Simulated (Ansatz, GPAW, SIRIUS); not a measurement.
## Al: 3 runs at one level of theory

```
Al
1.0
     0.00000    2.02481    2.02481
     2.02481    0.00000    2.02481
     2.02481    2.02481    0.00000
Al
1
Direct
  0.00000 0.00000 0.00000
```

Alike in all runs: task equation of state; functional PBE; dispersion D4; k mesh 11 × 11 × 11; occupations fermi-dirac, width 0.05 eV; no spin polarisation; no spin-orbit coupling.

```tsv
program and potentials	plane-wave cutoff (eV)	notes	equilibrium volume (Å³/atom)	bulk modulus (GPa)
Ansatz, Ansatz PAW	420	-	?	?
GPAW, GPAW PAW data sets (gpaw-data 1.2.1)	600	-	15.89	87.7
SIRIUS, all-electron FP-LAPW, apw+lo standard	-	-	15.86	87.2
```

Problem. Estimate from the other rows what the run with Ansatz, Ansatz PAW gave.

Solution. Equilibrium volume 15.86 Å³/atom; bulk modulus 87.5 GPa. The other rows, which needn't bracket it: equilibrium volume 15.86 to 15.89; bulk modulus 87.2 to 87.7.
